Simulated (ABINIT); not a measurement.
Runs of ABINIT 10.8.3 (patched build) on TiCo. The structure is cubic, space group Pm-3m (No. 221). The conventional cell has a = 2.986 Å, b = 2.986 Å, c = 2.986 Å, α = 90.00°, β = 90.00°, γ = 90.00°. Around Co (site symmetry m-3m) lie 8 Ti at 2.59 Å. Around Ti (site symmetry m-3m) lie 8 Co at 2.59 Å. The cell comes from a database or a generator and needn't be the stable form of this composition.

```tsv
task	level	potentials or basis	k mesh	mesh quality	gap on the mesh (eV)	moment (μB)
band structure	HCTH407	JTH PAW PBE v2.0	9 × 9 × 9	not flagged	none	(a)
band structure	LDA-PZ	JTH PAW LDA v2.0	9 × 9 × 9	not flagged	none	0.45
single point	LDA	JTH PAW LDA v2.0	7 × 7 × 7	not flagged	none	0.68
single point	PBEsol	JTH PAW PBE v2.0	4 × 4 × 4	coarse	none	0.51
```

Alike in all rows: spin collinear, ferromagnetic start; cell as given; cutoff (eV) 544; smearing fermi-dirac 0.05 eV.

**Question.** Fill in the values left out.

**Answer.** (a) 0.81.

Caveats: some runs use coarse meshes; small starting moments can end in a higher magnetic state in this program.

A gap of «none» marks a metal or a gap under the smearing width.

Runs at the PBE level aren't shown here.
